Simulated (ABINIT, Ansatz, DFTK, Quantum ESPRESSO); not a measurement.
## Cost and result for the band gap of Al2O3

```xyz
10
Lattice="2.3803 1.3742 4.3319 -2.3803 1.3742 4.3319 0.0000 -2.7485 4.3319" Properties=species:S:1:pos:R:3 pbc="T T T"
Al    0.0000    0.0000   11.0743
Al    0.0000    0.0000    8.4191
Al    0.0000    0.0000    1.9213
Al    0.0000    0.0000    4.5765
O    -1.6503   -0.1099    5.4148
O     0.7300    1.4841    5.4148
O     0.9203   -1.3742    5.4148
O     1.6503    0.1099    7.5808
O    -0.7300   -1.4841    7.5808
O    -0.9203    1.3742    7.5808
```

| rung | level | program and potentials | cutoff (eV) | k mesh | task | core time | chip | band gap (eV) | notes |
| --- | --- | --- | --- | --- | --- | --- | --- | --- | --- |
| GGA | PBE | Ansatz, Ansatz PAW (files of its older set among them) | 1050 | 7 × 7 × 7 | band structure | 64 s | INTEL XEON PLATINUM 8581C Emerald Rapids | 6.22 | 8 valence electrons an atom on average |
| LDA | LDA | ABINIT, JTH PAW LDA v2.0 | 626 | 4 × 4 × 4 | single point | 83 s | Arm Neoverse N1 | 6.14 | 4.8 valence electrons an atom on average |
| GGA | PBEsol | ABINIT, JTH PAW PBE v2.0 | 626 | 4 × 4 × 4 | single point | 1.9 min | Arm Neoverse N1 | 6.10 | potentials made for PBE; 4.8 valence electrons an atom on average |
| GGA | PBEsol | DFTK, PseudoDojo SR PBEsol 0.4.1 standard (PBEsol) | 1143 | 4 × 4 × 4 | band structure | 4.8 min | Intel Xeon 6975P-C Granite Rapids | 6.16 | 4.8 valence electrons an atom on average |
| GGA | PBE | DFTK, PseudoDojo SR PBE 0.4.1 standard (PBE) | 1143 | 4 × 4 × 4 | band structure | 5 min | Intel Xeon 6975P-C Granite Rapids | 6.27 | 4.8 valence electrons an atom on average |
| GGA | PBE | Quantum ESPRESSO, SSSP 1.3 efficiency PBE | 748 | 7 × 7 × 7 | band structure | 7.5 min | Arm Neoverse V1 | 6.21 | 4.8 valence electrons an atom on average |
| GGA | PBE | Quantum ESPRESSO, SG15 PBE 1.2 | 1020 | 7 × 7 × 7 | band structure | 15 min | Arm Neoverse V1 | 6.25 | 8 valence electrons an atom on average |

Times are single runs on shared hosts and different chips, so they are rough; meshes, cutoffs and the tasks' sizes weigh on the time. All rows: no spin polarisation. Gaps are the least found on the k mesh or the band path, and a mesh can miss the band edges. The cell comes from a database and isn't always the measured one. Meshes differ between rows, which moves values too. All levels ran on this one cell, unrelaxed unless noted. Meshes are those of the run's cell of 10 atoms unless a note names another. Misses use the values as printed. Runs on faulty files, with rough fits or with known faults for this quantity aren't shown. No row holds spin-orbit coupling.

Measured: 8.7 eV (pmc:5906618, doi:10.1038/s41467-018-03885-7).

Which of the timed runs is the cheapest that comes within 0.3 eV of the measured band gap?

None of them does; the nearest misses by -2.43 eV. LDA and GGA gaps fall short mostly because these functionals lack the derivative discontinuity; the runs are for a static lattice, while measurements hold temperature and zero-point motion.

All the runs fall well short of the measured gap, and they differ from one another far less than they differ from experiment. The gap separates filled, mainly O 2p states from an empty band of Al 3s and O 3s character, as expected for a strongly ionic oxide. The Al 2s and 2p shells lie far below and hardly take part, so the PBE gaps with 8 valence electrons an atom (6.22 and 6.25 eV) fall between those with 4.8 (6.21 and 6.27 eV). Treating these shells explicitly therefore brings no visible gain here. PBE lies slightly above LDA and PBEsol in every row, but changing the semilocal functional recovers only a sliver of the shortfall. Nonlocal exchange or a quasiparticle correction would be the natural remedy, since screening is weak in such a wide-gap insulator. Lattice vibrations usually narrow the gap of such an oxide, so the purely electronic error is probably larger than the direct comparison suggests.
